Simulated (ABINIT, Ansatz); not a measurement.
# Quasiparticle gap of SiC (P6_3mc) in ABINIT

Wanted: ground state, empty states, screening and self-energy for SiC (P6_3mc).

Method: PBE and many-body steps on it, plane waves, in ABINIT 10.8.3.

**The experiments to reproduce.**

- Gap 3.26 eV: band gap at cryogenic temperature; bulk crystal (literature value) (quoted in “Silicon carbide diodes for neutron detection”, 2020, arxiv:2009.14696).

- Gap 3.2 eV: experimental band gap quoted from earlier work; bulk crystal (quoted in “Local vibrational modes of Si vacancy spin qubits in SiC”, 2020, arxiv:2002.00067).

- Gap 3.285 eV: band gap at low temperature, quoted from earlier experiments; bulk crystal (quoted in “Excitation properties of the divacancy in 4H-SiC”, 2018, arxiv:1804.01167).

Most raw output is cut from this account.

## Step 1: Starting point

Symmetry: P6_3mc, No. 186, hexagonal system. Conventional cell: a = 3.076 Å, b = 3.076 Å, c = 10.071 Å, α = 90.00°, β = 90.00°, γ = 120.00°. Nearest to Si lie 4 C at 1.88 to 1.89 Å. Nearest to C lie 4 Si at 1.88 to 1.89 Å. C has 4 Si at 1.88 to 1.89 Å nearest. Farther neighbours are not listed.

The cell and positions are those that the Materials Project relaxed with its own functionals (PBE, PBE+U or r2SCAN), kept fixed.

## Step 2: Ground state

This step: ABINIT 10.8.3; DFT, PBE, plane waves, norm-conserving pseudopotentials.

The ground-state density comes first.

run.abi

```
acell 3*1.0 Angstrom
rprim 
  3.075694149693 -0.000000000023 0.000000000000
  -1.537847074826 2.663629267917 0.000000000000
  0.000000000000 0.000000000000 10.070646480000
ntypat 2
znucl 14 6
natom 8
typat 1 1 1 1 2 2 2 2
xred 
  0.666666666667 0.333333333333 0.937841980000
  0.333333333333 0.666666666667 0.437841980000
  -0.000000000000 -0.000000000000 0.687894380000
  -0.000000000000 -0.000000000000 0.187894380000
  0.666666666667 0.333333333333 0.749802590000
  0.333333333333 0.666666666667 0.249802590000
  -0.000000000000 -0.000000000000 0.500460050000
  -0.000000000000 -0.000000000000 0.000460050000
pp_dirpath "pseudos"
pseudos "Si.upf, C.upf"
ecut 37
ngkpt 6 6 2
nshiftk 1
shiftk 0 0 0
kptopt 1
chksymbreak 0
nband 24
occopt 1
tolvrs 1e-10
nstep 60
prtwf 0
optforces 0
optstress 0
indata_prefix "in"
outdata_prefix "out"
tmpdata_prefix "tmp"
```

Command:

```sh
$ OMP_NUM_THREADS=1 mpirun -n 16 abinit run.abi > log
```

The job ended after 14 s (16 MPI ranks of Arm Neoverse N1, shared host; peak memory 1.3 GiB; 3.6 min of CPU time).

Numbers from this step:

```yaml
total_energy: -1117.8023 eV
gap: 2.228 eV
k_of_the_valence_top: 0, 0, 0
k_of_the_conduction_bottom: 0.5, 0, 0
least_direct_gap: 3.353 eV
```

The gap is indirect, with the least direct gap 1.13 eV higher.

## Step 3: Bands along the symmetry lines

Levels along a band path, at the cheap level, show where the edges lie and whether the meshes to come will hold them.

run.abi, as its differences from that of step 2:

```diff
@@ -21,14 +21,53 @@
 ecut 37
-ngkpt 6 6 2
-nshiftk 1
-shiftk 0 0 0
-kptopt 1
-chksymbreak 0
-nband 24
-occopt 1
-tolvrs 1e-10
-nstep 60
+iscf -2
+irdden 1
+kptopt 0
+nkpt 39
+kpt 
+  0.00000000 0.00000000 0.00000000
+  0.12500000 0.00000000 0.00000000
+  0.25000000 0.00000000 0.00000000
+  0.37500000 0.00000000 0.00000000
+  0.50000000 0.00000000 0.00000000
+  0.45833333 0.08333333 0.00000000
+  0.41666666 0.16666666 0.00000000
+  0.37500000 0.25000000 0.00000000
+  0.33333333 0.33333333 0.00000000
+  0.25000000 0.25000000 0.00000000
+  0.16666666 0.16666666 0.00000000
+  0.08333333 0.08333333 0.00000000
+  0.00000000 0.00000000 0.00000000
+  0.00000000 0.00000000 0.12500000
+  0.00000000 0.00000000 0.25000000
+  0.00000000 0.00000000 0.37500000
+  0.00000000 0.00000000 0.50000000
+  0.12500000 0.00000000 0.50000000
+  0.25000000 0.00000000 0.50000000
+  0.37500000 0.00000000 0.50000000
+  0.50000000 0.00000000 0.50000000
+  0.45833333 0.08333333 0.50000000
+  0.41666666 0.16666666 0.50000000
+  0.37500000 0.25000000 0.50000000
+  0.33333333 0.33333333 0.50000000
+  0.25000000 0.25000000 0.50000000
+  0.16666666 0.16666666 0.50000000
+  0.08333333 0.08333333 0.50000000
+  0.00000000 0.00000000 0.50000000
+  0.50000000 0.00000000 0.50000000
+  0.50000000 0.00000000 0.37500000
+  0.50000000 0.00000000 0.25000000
+  0.50000000 0.00000000 0.12500000
+  0.50000000 0.00000000 0.00000000
+  0.33333333 0.33333333 0.50000000
+  0.33333333 0.33333333 0.37500000
+  0.33333333 0.33333333 0.25000000
+  0.33333333 0.33333333 0.12500000
+  0.33333333 0.33333333 0.00000000
+istwfk *1
+nband 23
+nbdbuf 2
+tolwfr 1e-08
+nstep 40
 prtwf 0
-optforces 0
-optstress 0
+prtvol 0
 indata_prefix "in"
```

The job ended after 21 s (16 MPI ranks; peak memory 1.1 GiB).

This step gave:

```yaml
gap: 2.228 eV
k_of_the_valence_top: 0, 0, 0
k_of_the_conduction_bottom: 0.5, 0, 0
least_direct_gap: 3.353 eV
```

The gap is 2.228 eV, as in the run before at this level.

The electronic bands at the labelled points (eV, zero at the top of the highest filled band):

```
    point  band 13  band 14  band 15  band 16  band 17  band 18  band 19  band 20
        Γ    -0.58    -0.05     0.00     0.00     5.11     5.69     6.31     6.34
  halfway    -1.67    -1.63    -0.84    -0.55     3.79     4.30     5.08     6.14
        M    -2.37    -2.23    -1.58    -1.13     2.23     2.36     4.24     4.76
  halfway    -3.20    -2.57    -1.93    -1.85     3.15     3.99     4.73     6.09
        K    -4.00    -2.88    -2.88    -1.68     3.98     3.98     5.20     5.60
  halfway    -2.51    -2.08    -1.56    -0.93     4.70     4.93     5.30     6.34
        Γ    -0.58    -0.05     0.00     0.00     5.11     5.69     6.31     6.34
  halfway    -0.41    -0.41    -0.06    -0.06     5.17     5.54     6.52     6.58
        A    -0.21    -0.21    -0.21    -0.21     5.32     5.32     6.78     6.78
  halfway    -1.28    -1.28    -0.92    -0.92     3.96     3.96     5.58     5.58
        L    -2.51    -2.51    -1.56    -1.56     2.64     2.64     4.22     4.22
  halfway    -3.23    -3.23    -2.04    -2.04     3.53     3.53     5.51     5.51
        H    -2.76    -2.76    -2.46    -2.46     3.25     3.25     6.69     6.69
  halfway    -2.15    -2.15    -1.04    -1.04     4.96     4.96     5.53     5.53
        A    -0.21    -0.21    -0.21    -0.21     5.32     5.32     6.78     6.78
jump to L    -2.51    -2.51    -1.56    -1.56     2.64     2.64     4.22     4.22
  halfway    -2.49    -1.97    -1.89    -1.24     2.47     2.47     4.03     4.79
        M    -2.37    -2.23    -1.58    -1.13     2.23     2.36     4.24     4.76
jump to H    -2.76    -2.76    -2.46    -2.46     3.25     3.25     6.69     6.69
  halfway    -3.58    -2.65    -2.65    -2.00     3.55     3.55     5.62     6.19
        K    -4.00    -2.88    -2.88    -1.68     3.98     3.98     5.20     5.60
```

## Step 4: Empty states on the mesh, 6×6×2 mesh, 599 bands

The sums over transitions need many empty states on a uniform mesh; this step solves for them.

run.abi

```
acell 3*1.0 Angstrom
rprim 
  3.075694149693 -0.000000000023 0.000000000000
  -1.537847074826 2.663629267917 0.000000000000
  0.000000000000 0.000000000000 10.070646480000
ntypat 2
znucl 14 6
natom 8
typat 1 1 1 1 2 2 2 2
xred 
  0.666666666667 0.333333333333 0.937841980000
  0.333333333333 0.666666666667 0.437841980000
  -0.000000000000 -0.000000000000 0.687894380000
  -0.000000000000 -0.000000000000 0.187894380000
  0.666666666667 0.333333333333 0.749802590000
  0.333333333333 0.666666666667 0.249802590000
  -0.000000000000 -0.000000000000 0.500460050000
  -0.000000000000 -0.000000000000 0.000460050000
pp_dirpath "pseudos"
pseudos "Si.upf, C.upf"
ecut 37
ngkpt 6 6 2
nshiftk 1
shiftk 0 0 0
kptopt 1
chksymbreak 0
iscf -2
irdden 1
istwfk *1
nband 599
nbdbuf 54
tolwfr 1e-09
nstep 60
prtvol 0
indata_prefix "in"
outdata_prefix "out"
tmpdata_prefix "tmp"
```

Wall time 15 min (16 MPI ranks); peak memory 2.1 GiB; 4.1 h of CPU time.

This step gave:

```
gap                                                           : 2.228 eV
k of the valence top                                          : 0, 0, 0
k of the conduction bottom                                    : 0.5, 0, 0
least direct gap                                              : 3.353 eV
k points computed                                             : 14
lowest point of the top converged band, above the valence top : 181.2727 eV
```

On this mesh the gap is 2.228 eV.

## Step 5: Screening, 6×6×2 mesh, 545 bands, screening to 272.1 eV

The RPA dielectric matrix is built and inverted for each q.

This step: RPA screening on PBE, plane waves, norm-conserving pseudopotentials.

run.abi, as its differences from that of step 4:

```diff
@@ -26,10 +26,11 @@
 chksymbreak 0
-iscf -2
-irdden 1
 istwfk *1
-nband 599
-nbdbuf 54
-tolwfr 1e-09
-nstep 60
-prtvol 0
+occopt 1
+irdwfk 1
+optdriver 3
+nband 545
+ecuteps 10
+inclvkb 2
+awtr 1
+symchi 1
 indata_prefix "in"
```

Wall time 38 min (16 MPI ranks); peak memory 12 GiB; 10 h of CPU time.

This step gave:

```yaml
eps_infinity_with_local_fields_on_this_mesh_along_the_program_s_q_direction: 6.960
the_same_without_local_fields: 7.614
plasma_frequency: 23.13 eV
plane_waves_in_the_screening_matrix: 825
```

Local fields lower ε∞ by 9 %.

## Step 6: Self-energy, 6×6×2 mesh, 545 bands, screening to 272.1 eV

The self-energy is evaluated for the states that the input lists, and the levels follow from it, in one-shot runs by the linearised quasiparticle equation.

This step: G0W0 on PBE, plane waves, norm-conserving pseudopotentials.

run.abi, as its differences from that of step 5:

```diff
@@ -29,8 +29,17 @@
 irdwfk 1
-optdriver 3
+optdriver 4
 nband 545
+gwcalctyp 0
+ecutsigx 37
+symsigma 1
+nkptgw 2
+kptgw 
+  0.0000000000 0.0000000000 0.0000000000
+  0.5000000000 0.0000000000 0.0000000000
+bdgw 
+  15 18
+  15 18
 ecuteps 10
-inclvkb 2
-awtr 1
-symchi 1
+irdscr 1
+ppmodel 1
 indata_prefix "in"
```

The job ended after 5.3 min (16 MPI ranks; peak memory 17 GiB; 84 min of CPU time).

This step gave:

* G0W0 gap on the points computed: 3.002 eV
* starting gap on the mesh: 2.228 eV
* k of the valence top: 0, 0, 0
* k of the conduction bottom: 0.5, 0, 0
* Z at the valence top: 0.793
* Z at the conduction bottom: 0.818
* least direct G0W0 gap on the computed points: 4.258 eV

The gap on the mesh goes from 2.23 eV to 3.00 eV, a correction of +0.77 eV.

Limits: finite bands, cutoff and mesh. v1 is the top filled band, c1 the lowest empty one. Levels before and after the correction, in eV, zero at the valence-band top of each column:

```
           conduction bottom  valence top
Kohn-Sham               2.23         0.00
     G0W0               3.00         0.00
```

```
                  level  energy (eV)
Kohn-Sham       Γ v2-v1        0.000
Kohn-Sham          Γ c1        5.111
Kohn-Sham          Γ c2        5.690
Kohn-Sham  (0.5 0 0) v2       -1.582
Kohn-Sham  (0.5 0 0) v1       -1.125
Kohn-Sham  (0.5 0 0) c1        2.228
Kohn-Sham  (0.5 0 0) c2        2.359
     G0W0       Γ v2-v1        0.000
     G0W0          Γ c1        6.014
     G0W0          Γ c2        6.589
     G0W0  (0.5 0 0) v2       -1.739
     G0W0  (0.5 0 0) v1       -1.256
     G0W0  (0.5 0 0) c1        3.002
     G0W0  (0.5 0 0) c2        3.133
```

## Step 7: Where the time went

Times are wall times on 16 MPI ranks of Arm Neoverse N1, shared host, good to a factor of about two.

| step | time | share | memory (GiB) |
| --- | --- | --- | --- |
| ground state | 14 s | 0 % | 1.3 |
| bands along the symmetry lines | 21 s | 1 % | 1.1 |
| empty states on the mesh | 15 min | 26 % | 2.1 |
| screening | 38 min | 64 % | 12 |
| self-energy | 5.3 min | 9 % | 17 |

## Step 8: What came out

| Property | Result |
| --- | --- |
| PBE gap | 2.23 eV, indirect |
| G0W0 gap on the mesh | 3.00 eV |
| GW settings | 6×6×2 mesh, 545 bands, screening to 272.1 eV, Godby-Needs plasmon pole |
| known limits | not at the basis limit |

G0W0 moves the gap on the mesh from 2.23 eV to 3.00 eV (+0.77 eV), with Z of 0.79 and 0.82 at the edges. Local fields lower the RPA ε∞ on this mesh from 7.61 to 6.96. Only 2 of the mesh's irreducible points were corrected, so a valley elsewhere could overtake. The dearest step here is «screening». Against experiment, by G0W0@PBE: the gap of 3.00 eV lies −0.26 eV from the measured 3.26 eV (kind not stated, quoted 2020); the gap of 3.00 eV lies −0.20 eV from the measured 3.2 eV (kind not stated, quoted 2020); the gap of 3.00 eV lies −0.28 eV from the measured 3.285 eV (kind not stated, quoted 2018). The calculation has static nuclei and no excitons; a measured gap holds zero-point and thermal motion, which mostly lowers it. Bands and cutoff are finite, so the gap is not at the basis limit. The miss can reach some tenths of an eV and take either sign; the mesh is an error of its own. In the G0W0 run levels were corrected at 2 k points alone, so a gap called «on the mesh» is the least over those, and an edge elsewhere would be missed.

[Paths, hosts, dates, memory and timing lines, banners, echoed tables and standing remarks are left out of the program output.]

[Logs are printed without paths, hosts, clocks, repeated set-up lines and the standing remarks that a program may print on its own settings, such as how far it seeks lower states.]

[Runs of the session that timed out or met a known fault of the program may be left out.]

[Hosts, paths, dates, database ids (printed as entryN), source tags and the programs' standing remarks are cut or masked in the printed files.]

[G0W0 gaps are taken among the corrected bands and points alone; a level outside them can change the order at an edge.]

[Where Ansatz stands beside ABINIT at settings called matched, ABINIT's density can come from a denser mesh and the files from another edition; pairs whose starting gaps differed by over 0.03 eV were left out, so agreement reads better than it is.]
